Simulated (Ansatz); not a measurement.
ZrO2 (P2_1/c), relaxed with r²SCAN (Ansatz, a program for electronic structure, plane waves, PAW): a = 5.154 Å, b = 5.226 Å, c = 5.332 Å, α = 90.00°, β = 99.41°, γ = 90.00°.

- gap (eV): 4.16
- ΔH_f (eV/atom): -3.72

Task: The same phase is relaxed and computed with LDA in the same code. What are the cell and these values now?

Result: a = 5.0853 Å, b = 5.1810 Å, c = 5.2411 Å, α = 90.00°, β = 99.53°, γ = 90.00°.

- gap (eV): 3.60
- ΔH_f (eV/atom): -3.63

All cells were relaxed under the symmetry of their starts (and spin orders); stability against distortions was not tested throughout. Rows with no word on spin ran without spin polarisation. Spin–orbit coupling is left out wherever it is not named.

Potentials: the later of the program's two PAW sets.

Ansatz is a plane-wave DFT program.

Formation energies count from the lowest solids of the elements computed at the same level, not from gases.
